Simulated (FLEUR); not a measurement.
# Pb (P6_3/mmc) in FLEUR: a series of runs

The runs below take Pb through band structure, equation of state, with LDA.

Everything below comes from runs of FLEUR MaX-R8.1 (later development tree). Logs are shortened: lines on timing, memory, paths and dates and some standing lists are left out, and cuts for length are marked.

### Step 1. The structure

Symmetry: P6_3/mmc, No. 194, hexagonal system. Conventional cell: a = 3.480 Å, b = 3.480 Å, c = 5.590 Å, α = 90.00°, β = 90.00°, γ = 120.00°. Pb (site symmetry -6m2) is surrounded by 12 Pb at 3.44 to 3.48 Å.

This isn't the form of Pb at room conditions, which is fcc.

### Step 2. Band structure, LDA

Input file inp.xml:

```xml
<?xml version="1.0" encoding="UTF-8" standalone="no"?>
<fleurInput fleurInputVersion="0.39">
   <comment>
      Pb                                                                                                  
   </comment>
   <calculationSetup>
      <cutoffs Kmax="4.1" Gmax="12.7" GmaxXC="12.7" numbands="0"/>
      <scfLoop itmax="60" minDistance="0.00001" maxIterBroyd="15" imix="Anderson" alpha="0.05" precondParam="0.0" spinf="2.0" sdNocoIR="T"/>
      <coreElectrons ctail="T" frcor="F" kcrel="0" coretail_lmax="0"/>
      <xcFunctional name="vwn" relativisticCorrections="F"/>
      <magnetism jspins="1"/>
      <soc l_soc="F" theta="0.0" phi="0.0" spav="F"/>
      <expertModes spex="0" secvar="F"/>
      <geometryOptimization l_f="F" forcealpha="1.0" forcemix="BFGS" epsdisp="0.00001" epsforce="0.00001"/>
      <ldaU l_linMix="F" mixParam="0.05" spinf="1.0"/>
   </calculationSetup>
   <cell>
      <bzIntegration valenceElectrons="40.0" mode="hist" fermiSmearingEnergy="0.00183747">
         <kPointListSelection listName="default-1"/>
         <!-- k-points included here -->
         <xi:include xmlns:xi="http://www.w3.org/2001/XInclude" href="kpts.xml"> </xi:include>
      </bzIntegration>
      <!-- symmetry operations included here -->
      <xi:include xmlns:xi="http://www.w3.org/2001/XInclude" href="sym.xml"> </xi:include>
      <bulkLattice scale="1.0">
         <bravaisMatrix>
            <row-1>    6.5762469136079993     0.0000000000000000     0.0000000000000000</row-1>
            <row-2>   -3.2881234568039996     5.6951968888005178     0.0000000000000000</row-2>
            <row-3>    0.0000000000000000     0.0000000000000000    10.5635690365139983</row-3>
         </bravaisMatrix>
      </bulkLattice>
   </cell>
   <atomSpecies>
      <species name="Lead (Pb)" element="Pb" atomicNumber="82">
         <mtSphere radius="2.66" gridPoints="879" logIncrement="0.015"/>
         <atomicCutoffs lmax="10" lnonsphr="10"/>
         <electronConfig flipSpins="F">
            <coreConfig>(1s1/2) (2s1/2) (2p1/2) (2p3/2) (3s1/2) (3p1/2) (3p3/2) (4s1/2) (3d3/2) (3d5/2) (4p1/2) (4p3/2) (4d3/2) (4d5/2) (4f5/2) (4f7/2) (5s1/2)</coreConfig>
            <valenceConfig>(5p1/2) (5p3/2) (6s1/2) (5d3/2) (5d5/2) (6p1/2) (6p3/2)</valenceConfig>
            <stateOccupation state="(6p1/2)" spinUp="0.333333" spinDown="0.333333"/>
            <stateOccupation state="(6p3/2)" spinUp="0.666667" spinDown="0.666667"/>
         </electronConfig>
         <energyParameters s="6" p="6" d="5" f="5"/>
         <lo type="SCLO" l="1" n="5" eDeriv="0"/>
         <lo type="SCLO" l="1" n="5" eDeriv="1"/>
         <lo type="SCLO" l="0" n="6" eDeriv="2"/>
         <lo type="SCLO" l="2" n="5" eDeriv="2"/>
         <lo type="SCLO" l="3" n="5" eDeriv="2"/>
      </species>
   </atomSpecies>
   <atomGroups>
      <atomGroup species="Lead (Pb)">
         <relPos label="                   1">-1.000/3.000 1.000/3.000 -1.000/4.000</relPos>
         <relPos label="                   2">1.000/3.000 -1.000/3.000 1.000/4.000</relPos>
         <force calculate="T" relaxXYZ="TTT"/>
      </atomGroup>
   </atomGroups>
   <output dos="F" band="F" slice="F">
      <checks vchk="F" cdinf="F"/>
      <bandDOS minEnergy="-.5*Htr" maxEnergy="0.5*Htr" sigma="0.015" storeEVData="T"/>
      <vacuumDOS vacdos="F" integ="F" star="F" nstars="0" locx1="0.0" locy1="0.0" locx2="0.0" locy2="0.0" nstm="0" tworkf="0.0"/>
      <unfoldingBand unfoldBand="F" supercellX="1" supercellY="1" supercellZ="1"/>
      <plotting iplot="0" polar="F">
         <plot TwoD="T" vec1="  1.0  0.0  0.0" vec2="  0.0  1.0  0.0" vec3="  0.0  0.0  1.0" zero="  0.0  0.0  0.0" file="plot"/>
      </plotting>
      <chargeDensitySlicing numkpt="0" minEigenval="0.0" maxEigenval="0.0" nnne="0" pallst="F"/>
      <specialOutput eonly="F"/>
      <moessbauerParams electricFieldGradient="T" isomerShift="T" coreHyperfine="T" valenceHyperfine="T"/>
      <magneticCircularDichroism mcd="F" energyLo="-10.0" energyUp="0.0"/>
   </output>
  <!-- We include the file relax.xml here to enable relaxations (see documentation) -->
  <xi:include xmlns:xi="http://www.w3.org/2001/XInclude" href="relax.xml"> <xi:fallback/> </xi:include>
</fleurInput>
```

Input file crystal.txt:

```
Pb
&input cartesian=F /
3.4800000000  0.0000000000  0.0000000000
-1.7400000000  3.0137684052  0.0000000000
0.0000000000  0.0000000000  5.5900000000
1.8897261246
1.0 1.0 1.0

2
82 0.6666666666  0.3333333332  0.7500000000
82 0.3333333332  0.6666666666  0.2500000000

&kpt div1=9 div2=9 div3=5 gamma=T /
```

Input file inp.xml (bands):

```
<?xml version="1.0" encoding="UTF-8" standalone="no"?>
<fleurInput fleurInputVersion="0.39">
   <comment>
      Pb                                                                                                  
   </comment>
   <calculationSetup>
      <cutoffs Kmax="4.1" Gmax="12.7" GmaxXC="12.7" numbands="0"/>
      <scfLoop itmax="60" minDistance="0.00001" maxIterBroyd="15" imix="Anderson" alpha="0.05" precondParam="0.0" spinf="2.0" sdNocoIR="T"/>
      <coreElectrons ctail="T" frcor="F" kcrel="0" coretail_lmax="0"/>
      <xcFunctional name="vwn" relativisticCorrections="F"/>
      <magnetism jspins="1"/>
      <soc l_soc="F" theta="0.0" phi="0.0" spav="F"/>
      <expertModes spex="0" secvar="F"/>
      <geometryOptimization l_f="F" forcealpha="1.0" forcemix="BFGS" epsdisp="0.00001" epsforce="0.00001"/>
      <ldaU l_linMix="F" mixParam="0.05" spinf="1.0"/>
   </calculationSetup>
   <cell>
      <bzIntegration valenceElectrons="40.0" mode="hist" fermiSmearingEnergy="0.00183747">
         <kPointListSelection listName="path-1"/>
         <!-- k-points included here -->
         <xi:include xmlns:xi="http://www.w3.org/2001/XInclude" href="kpts.xml"> </xi:include>
      </bzIntegration>
      <!-- symmetry operations included here -->
      <xi:include xmlns:xi="http://www.w3.org/2001/XInclude" href="sym.xml"> </xi:include>
      <bulkLattice scale="1.0">
         <bravaisMatrix>
            <row-1>    6.5762469136079993     0.0000000000000000     0.0000000000000000</row-1>
            <row-2>   -3.2881234568039996     5.6951968888005178     0.0000000000000000</row-2>
            <row-3>    0.0000000000000000     0.0000000000000000    10.5635690365139983</row-3>
         </bravaisMatrix>
      </bulkLattice>
   </cell>
   <atomSpecies>
      <species name="Lead (Pb)" element="Pb" atomicNumber="82">
         <mtSphere radius="2.66" gridPoints="879" logIncrement="0.015"/>
         <atomicCutoffs lmax="10" lnonsphr="10"/>
         <electronConfig flipSpins="F">
            <coreConfig>(1s1/2) (2s1/2) (2p1/2) (2p3/2) (3s1/2) (3p1/2) (3p3/2) (4s1/2) (3d3/2) (3d5/2) (4p1/2) (4p3/2) (4d3/2) (4d5/2) (4f5/2) (4f7/2) (5s1/2)</coreConfig>
            <valenceConfig>(5p1/2) (5p3/2) (6s1/2) (5d3/2) (5d5/2) (6p1/2) (6p3/2)</valenceConfig>
            <stateOccupation state="(6p1/2)" spinUp="0.333333" spinDown="0.333333"/>
            <stateOccupation state="(6p3/2)" spinUp="0.666667" spinDown="0.666667"/>
         </electronConfig>
         <energyParameters s="6" p="6" d="5" f="5"/>
         <lo type="SCLO" l="1" n="5" eDeriv="0"/>
         <lo type="SCLO" l="1" n="5" eDeriv="1"/>
         <lo type="SCLO" l="0" n="6" eDeriv="2"/>
         <lo type="SCLO" l="2" n="5" eDeriv="2"/>
         <lo type="SCLO" l="3" n="5" eDeriv="2"/>
      </species>
   </atomSpecies>
   <atomGroups>
      <atomGroup species="Lead (Pb)">
         <relPos label="                   1">-1.000/3.000 1.000/3.000 -1.000/4.000</relPos>
         <relPos label="                   2">1.000/3.000 -1.000/3.000 1.000/4.000</relPos>
         <force calculate="T" relaxXYZ="TTT"/>
      </atomGroup>
   </atomGroups>
   <output dos="F" band="T" slice="F">
      <checks vchk="F" cdinf="F"/>
      <bandDOS minEnergy="-.5*Htr" maxEnergy="0.5*Htr" sigma="0.015" storeEVData="T"/>
      <vacuumDOS vacdos="F" integ="F" star="F" nstars="0" locx1="0.0" locy1="0.0" locx2="0.0" locy2="0.0" nstm="0" tworkf="0.0"/>
      <unfoldingBand unfoldBand="F" supercellX="1" supercellY="1" supercellZ="1"/>
      <plotting iplot="0" polar="F">
         <plot TwoD="T" vec1="  1.0  0.0  0.0" vec2="  0.0  1.0  0.0" vec3="  0.0  0.0  1.0" zero="  0.0  0.0  0.0" file="plot"/>
      </plotting>
      <chargeDensitySlicing numkpt="0" minEigenval="0.0" maxEigenval="0.0" nnne="0" pallst="F"/>
      <specialOutput eonly="F"/>
      <moessbauerParams electricFieldGradient="T" isomerShift="T" coreHyperfine="T" valenceHyperfine="T"/>
      <magneticCircularDichroism mcd="F" energyLo="-10.0" energyUp="0.0"/>
   </output>
  <!-- We include the file relax.xml here to enable relaxations (see documentation) -->
  <xi:include xmlns:xi="http://www.w3.org/2001/XInclude" href="relax.xml"> <xi:fallback/> </xi:include>
</fleurInput>
```

Potentials or basis: all-electron, FLAPW.

Started as:

```console
$ inpgen -f crystal.txt -profile fastHighL
$ # inp.xml edited to the form shown
$ fleur_MPI
$ fleur_MPI   # second run, on inp.xml (bands)
```

The program printed:

```text
Welcome to FLEUR        (www.flapw.de)
      MaX-Release 8.1          (www.max-centre.eu)

 ========== k-point set info ==========
 Selected k-point list: default-1
 k-point list type: mesh
 9 x 9 x 5
 Number of k points: 36

 ------------Calculation Setup---------------------------
 Number of MPI-tasks      :            1
 Number of PE/node        :            1
 Number of OMP-threads    :            1
 Most efficient MPI parallelization for:
           1           2           3           4           6           9          12          18          36
 Additional eigenvalue parallelization possible
 Number of basis functions:          558
 Approximate size of matrices (H+S) per k-point:         0.005 GB
 --------------------------------------------------------
 Iteration:     1   Distance:      11.37825708 me/bohr^3
 Iteration:     2   Distance:      10.70458026 me/bohr^3
 Iteration:     3   Distance:       3.40455932 me/bohr^3
 Iteration:     4   Distance:       0.25065897 me/bohr^3
 Iteration:     5   Distance:       0.23850655 me/bohr^3
 Iteration:     6   Distance:       0.05056429 me/bohr^3
 Iteration:     7   Distance:       0.00321048 me/bohr^3
 Iteration:     8   Distance:       0.00257293 me/bohr^3
 Iteration:     9   Distance:       0.00026679 me/bohr^3
 Iteration:    10   Distance:       0.00005253 me/bohr^3
 Iteration:    11   Distance:       0.00004097 me/bohr^3
 Iteration:    12   Distance:       0.00000215 me/bohr^3

 ********************************************************************
 Run finished successfully
 Stop message:
   all done
 ********************************************************************
```

output (bands):

```text
Welcome to FLEUR        (www.flapw.de)
      MaX-Release 8.1          (www.max-centre.eu)

 ========== k-point set info ==========
 Selected k-point list: path-1
 k-point list type: path
 Number of k points: 60

 ------------Calculation Setup---------------------------
 Number of MPI-tasks      :            1
 Number of PE/node        :            1
 Number of OMP-threads    :            1
 Most efficient MPI parallelization for:
           1           2           3           4           5           6          10          12          15          20          30          60
 Additional eigenvalue parallelization possible
 Number of basis functions:          558
 Approximate size of matrices (H+S) per k-point:         0.005 GB
 --------------------------------------------------------
 Fermi energy correction for metals:
 Fermi energy in bands.* files may not be consistent with last density.
 Please correct it manually (e.g. in band.gnu file).

 Note: Band structure data (together with different weights) is also stored in the banddos.hdf file.
       A convenient way of extracting and plotting the data from that file is by making use of the

 ********************************************************************
 Run finished successfully
 Stop message:
   Charge density postprocessing done.
 ********************************************************************
```

out.xml (last iteration):

```text
<iteration numberForCurrentRun="   12" overallNumber="   12">
         <energyParameters units="Htr">
            <atomicEP atomType="1" spin="1" branch="6s" branchLowest="-4.84" branchHighest="0.60" value="-0.0342138514"/>
            <atomicEP atomType="1" spin="1" branch="6p" branchLowest="-2.69" branchHighest="1.43" value="0.2450312399"/>
            <atomicEP atomType="1" spin="1" branch="5d" branchLowest="-14.27" branchHighest="-0.26" value="-0.2879693666"/>
            <atomicEP atomType="1" spin="1" branch="5f" branchLowest="-4.43" branchHighest="1.90" value="0.5829858934"/>
            <loAtomicEP atomType="1" spin="1" branch="5p" branchLowest="-23.18" branchHighest="-2.69" value="-2.7576412643"/>
            <loAtomicEP atomType="1" spin="1" branch="5p" branchLowest="-23.18" branchHighest="-2.69" value="-2.7576412643"/>
            <loAtomicEP atomType="1" spin="1" branch="6s" branchLowest="-4.84" branchHighest="0.60" value="-0.0342138514"/>
            <loAtomicEP atomType="1" spin="1" branch="5d" branchLowest="-14.27" branchHighest="-0.26" value="-0.3196717453"/>
            <loAtomicEP atomType="1" spin="1" branch="5f" branchLowest="-4.43" branchHighest="1.90" value="0.5829734178"/>
         </energyParameters>
         <eigenvalues>
            <eigenvaluesAt spin="1" ikpt="1" k_x="0.00000000" k_y="0.00000000" k_z="0.00000000">
                      -2.6920306698       -2.6920306698       -2.6920015338       -2.6920015338       -2.6914438025
                      -2.6912889585       -0.3288626181       -0.3269814143       -0.3269763622       -0.3269763622
                      -0.3260499854       -0.3260499854       -0.3240780691       -0.3240780691       -0.3167247909
                      -0.3167247909       -0.1451884342       -0.0002731426        0.1388593933        0.4992289333
                       0.4992289333        0.5691362226        0.5691362226        0.5934805360        0.6221044696
                       0.6317640225        0.7222370681        0.7538205659        0.7538205659        0.7691776112
                       0.7731641763
            </eigenvaluesAt>
            <eigenvaluesAt spin="1" ikpt="2" k_x="0.00000000" k_y="0.00000000" k_z="0.20000000">
                      -2.6920278884       -2.6920278884       -2.6920042917       -2.6920042917       -2.6914291169
                      -2.6913036729       -0.3285797735       -0.3275333870       -0.3275333870       -0.3270340576
                      -0.3264435637       -0.3264435637       -0.3227308225       -0.3227308225       -0.3171229932
                      -0.3171229932       -0.1376721772       -0.0308868240        0.1851548430        0.5051956080
                       0.5051956080        0.5128998117        0.5621212626        0.5621212626        0.6251035837
[... 58 lines left out ...]
               <shell n="2" l="0" isomerShift="377609.61786"/>
               <shell n="2" l="1" isomerShift="29985.94621"/>
               <shell n="3" l="0" isomerShift="87288.44759"/>
               <shell n="3" l="1" isomerShift="7786.69324"/>
               <shell n="4" l="0" isomerShift="22637.22697"/>
               <shell n="3" l="2" isomerShift="0.00327"/>
               <shell n="4" l="1" isomerShift="1995.67477"/>
               <shell n="4" l="2" isomerShift="0.00091"/>
               <shell n="4" l="3" isomerShift="0.00000"/>
               <shell n="5" l="0" isomerShift="4883.39468"/>
            </coreIsomerShift>
            <isomerShift atomType="1" nucleusRadius="0.0001398" averageDensity="2979769.46607"/>
            <electricFieldGradient atomType="1" VXX="0.59726" VYY="0.59726" VZZ="-1.19452" asymParam="0.00000">
            </electricFieldGradient>
         </moessbauerParams>
         <totalEnergy                                    value="   -41834.0959228030" units="Htr">
            <sumOfEigenvalues                            value="   -25865.0330221319">
               <coreElectrons value="-25827.1020246406"/>
               <valenceElectrons value="-37.9309974914"/>
            </sumOfEigenvalues>
            <densityCoulombPotentialIntegral value="-73550.4348264792"/>
            <densityEffectivePotentialIntegral value="-74556.8007283470"/>
            <chargeDenXCDenIntegral value="-757.9779454291"/>
            <FockExchangeEnergyValence value="0.0000000000"/>
            <FockExchangeEnergyCore value="0.0000000000"/>
            <atomTypeDependentContributions atomType="1">
               <electronNucleiInteractionDifferentMTs value="52911.1079711356"/>
               <MadelungTerm value="-81.5602992137"/>
            </atomTypeDependentContributions>
            <tkbTimesEntropy value="0.0004112652"/>
            <freeEnergy value="-41834.0963340682"/>
            <extrapolationTo0K value="-41834.0961284356"/>
         </totalEnergy>
         <densityConvergence units="me/bohr^3">
            <chargeDensity spin="1" distance="0.0000021505"/>
         </densityConvergence>
      </iteration>
```

It took 47 s on 1 thread of Arm Neoverse V1, shared host; peak memory 0.06 GiB.

Results:

* Free energy: -1138363.7536 eV
* Band gap along the path: none (metal or under the smearing width)
* Valence electrons inside the program's atomic spheres: Pb 18.05 (radii Pb 2.66 bohr)

Levels at the corners of the path, in eV from the Fermi level:
```csv
point,band 16,band 17,band 18,band 19,band 20,band 21,band 22,band 23,band 24,band 25
Γ,-16.66,-11.99,-8.05,-4.26,5.55,5.55,7.45,7.45,8.11,8.89
M,-16.63,-8.46,-7.20,-2.89,-1.41,-0.49,1.85,1.96,5.74,6.29
K,-16.65,-7.38,-7.38,-2.87,-0.44,-0.44,0.83,1.14,1.14,5.09
Γ,-16.66,-11.99,-8.05,-4.26,5.55,5.55,7.45,7.45,8.11,8.89
A,-16.73,-10.71,-10.71,1.04,1.04,6.45,6.45,6.45,6.45,9.33
L,-16.64,-7.61,-7.61,-3.78,-3.78,3.42,3.42,3.76,3.76,7.09
H,-16.65,-7.09,-7.09,-2.59,-2.59,-1.51,-1.51,5.22,5.22,9.32
A,-16.73,-10.71,-10.71,1.04,1.04,6.45,6.45,6.45,6.45,9.33
L,-16.64,-7.61,-7.61,-3.78,-3.78,3.42,3.42,3.76,3.76,7.09
M,-16.63,-8.46,-7.20,-2.89,-1.41,-0.49,1.85,1.96,5.74,6.29
K,-16.65,-7.38,-7.38,-2.87,-0.44,-0.44,0.83,1.14,1.14,5.09
H,-16.65,-7.09,-7.09,-2.59,-2.59,-1.51,-1.51,5.22,5.22,9.32
```

Core levels (eV from the Fermi level):
| atom | levels |
| --- | --- |
| 1 Pb | 1s1/2 -87909.8, 2s1/2 -15708.3, 2p1/2 -15087.9, 2p3/2 -12900.2, 3s1/2 -3766.9, 3p1/2 -3486.6, 3p3/2 -2998.6, 4s1/2 -848.9, 3d3/2 -2536.9, 3d5/2 -2432.9, 4p1/2 -727.7, 4p3/2 -608.0, 4d3/2 -410.2, 4d5/2 -387.9, 4f5/2 -131.6, 4f7/2 -126.6, 5s1/2 -139.7 |
| 2 Pb | 1s1/2 -87909.8, 2s1/2 -15708.3, 2p1/2 -15087.9, 2p3/2 -12900.2, 3s1/2 -3766.9, 3p1/2 -3486.6, 3p3/2 -2998.6, 4s1/2 -848.9, 3d3/2 -2536.9, 3d5/2 -2432.9, 4p1/2 -727.7, 4p3/2 -608.0, 4d3/2 -410.2, 4d5/2 -387.9, 4f5/2 -131.6, 4f7/2 -126.6, 5s1/2 -139.7 |

Caveat: spin-orbit coupling is left out, which moves the levels of the heavy elements.

### Step 3. Equation of state, LDA, 27.55 Å³/atom (volume scaled by 0.94)

inp.xml: that of step 2 with these lines changed.

```diff
@@ -24,3 +24,3 @@
       <xi:include xmlns:xi="http://www.w3.org/2001/XInclude" href="sym.xml"> </xi:include>
-      <bulkLattice scale="1.0">
+      <bulkLattice scale="0.9795861087">
          <bravaisMatrix>
```

Potentials or basis: all-electron, FLAPW.

Started as:

```console
$ inpgen -f crystal.txt -profile fastHighL
$ # inp.xml edited to the form shown
$ fleur_MPI
```

Run time: 38 s. Hardware: 1 thread of Arm Neoverse V1, shared host; peak memory 0.08 GiB.

It converged, with:

```yaml
Free_energy: -1138363.7305 eV
Band_gap_on_the_k_mesh: none (metal or under the smearing width)
Valence_electrons_inside_the_program's_atomic_spheres: Pb 18.10 (radii Pb 2.66 bohr)
```

### Step 4. Equation of state, LDA, 28.14 Å³/atom (volume scaled by 0.96)

inp.xml: that of step 3 with these lines changed.

```diff
@@ -24,3 +24,3 @@
       <xi:include xmlns:xi="http://www.w3.org/2001/XInclude" href="sym.xml"> </xi:include>
-      <bulkLattice scale="0.9795861087">
+      <bulkLattice scale="0.9864848297">
          <bravaisMatrix>
```

Started as:

```console
$ inpgen -f crystal.txt -profile fastHighL
$ # inp.xml edited to the form shown
$ fleur_MPI
```

It took 39 s on 1 thread of Arm Neoverse V1, shared host; peak memory 0.09 GiB.

It converged, with:

```
Free energy                                           : -1138363.7467 eV
Band gap on the k mesh                                : none (metal or under the smearing width)
Valence electrons inside the program's atomic spheres : Pb 18.08 (radii Pb 2.66 bohr)
```

(Continued in part 2 of 2.)
